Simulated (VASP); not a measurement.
BeS, 2 atoms in the cell. The structure is cubic, space group F-43m (No. 216). The conventional cell has a = 4.838 Å, b = 4.838 Å, c = 4.838 Å, α = 90.00°, β = 90.00°, γ = 90.00°. Around Be (site symmetry -43m) lie 4 S at 2.09 Å. Around S (site symmetry -43m) lie 4 Be at 2.09 Å.  The cell isn't the ideal one: relaxed again under DFT PBEsol, scalar-relativistic, plane waves, PAW.

```yaml
Program: VASP 6.6.1
Task: single point
Functional: PBEsol
Potentials_or_basis: VASP PAW PBE potentials, release 64 (Be, S)
Cutoff: 520 eV
k_mesh: 8 × 8 × 8
Occupations: gaussian, width 0.02 eV
Spin: no spin polarisation
Dipole_correction: no
Further_INCAR_settings: ALGO = Fast; EDIFF = 1e-06; NBANDS = 11
```

Potentials or basis: VASP PAW PBE potentials, release 64 (Be, S).

Run with:

```sh
$ cat potpaw_PBE.64/Be/POTCAR potpaw_PBE.64/S/POTCAR > POTCAR
$ mpirun -np 1 vasp_std > vasp.out
```

Hardware: 1 thread of Intel(R) Xeon(R) 6975P-C (Granite Rapids), on a shared host.

Task: How long does it take, and how much memory?

Result: It took 5.3 s on 1 thread of Intel(R) Xeon(R) 6975P-C (Granite Rapids) (shared host), peak memory 0.14 GiB. Counts: scf iterations 12, k points 29.
